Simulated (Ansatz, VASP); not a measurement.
**Al2Cu: VASP beside Ansatz**

```xyz
3
Lattice="4.1052 0.0000 0.0000 0.0000 4.1052 0.0000 0.0000 0.0000 2.8913" Properties=species:S:1:pos:R:3 pbc="T T T"
Al    2.0526    0.0000    1.4457
Al    0.0000    2.0526    1.4457
Cu    0.0000    0.0000    0.0000
```

The cell comes from a database or a generator and needn't be the stable form of this composition.

Alike in both runs: task single point; functional r2SCAN; k mesh 4 × 4 × 6; occupations gaussian, width 0.1 eV; no spin polarisation.

```csv
,VASP,Ansatz
version,VASP 6.6.1,Ansatz 0.2.0
potentials or method,"VASP PAW PBE potentials, release 64 (Al, Cu)","scalar-relativistic, plane waves, PAW"
plane-wave cutoff (eV),520,500
valence electrons in the cell,17,25
```

```tsv
	VASP	Ansatz	Ansatz less VASP
gap on the k mesh at the Fermi level (eV)	none	none	-
pressure (GPa)	-2.3	-2.2	+0.17
largest component of the traceless stress (GPa)	2.07	2.02	-0.053
```

A gap of «none» marks a metal or a gap that the smearing closes. With one functional, cell and mesh, what is left measures potentials, basis and numerics. The two sets of potentials don't hold the same shells in valence.

Caveats: the k mesh is coarse (spacing up to 0.38 Å⁻¹), so the values aren't converged; the PAW data sets were made with another functional, which shifts forces and pressure a little (VASP).
